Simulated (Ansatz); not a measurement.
Crystal: W.

```
W
1.0
     0.00000    2.03000    2.03000
     2.03000    0.00000    2.03000
     2.03000    2.03000    0.00000
W
1
Direct
  0.00000 0.00000 0.00000
```

This isn't the form of W at room conditions, which is bcc.

```yaml
Program: Ansatz 0.2.0
Task: single point
Functional: PBE
Potentials_or_basis: Ansatz PAW
Cutoff: "420 eV (not typed: the program's choice for these potentials)"
k_mesh: 11 × 11 × 11
Occupations: fermi-dirac, width 0.05 eV
Spin: no spin polarisation
```

On this cell: pressure -4.8 GPa; band gap on the k mesh none (metal or under the smearing width).

The same run follows on a disturbed copy (cell strained at random at fixed volume):

```
W
1.0
     0.01192    2.00823    2.03186
     2.02971    0.01106    2.03272
     2.05415    2.03352   -0.01337
W
1
Cartesian
  0.0111 0.0150 -0.0317
```

Q: What changes?

A: The energy (extrapolated to zero smearing) moves by -4.5 meV/atom; pressure -4.8 GPa; band gap on the k mesh none (metal or under the smearing width).

Stress tensor (GPa, compression positive):
```
-4.13  2.42 -0.74
 2.42 -6.57 -1.03
-0.74 -1.03 -3.62
```

The energy falls, though the first cell shows no forces: that form is unstable against this distortion, unless noise or another electronic state is at work.
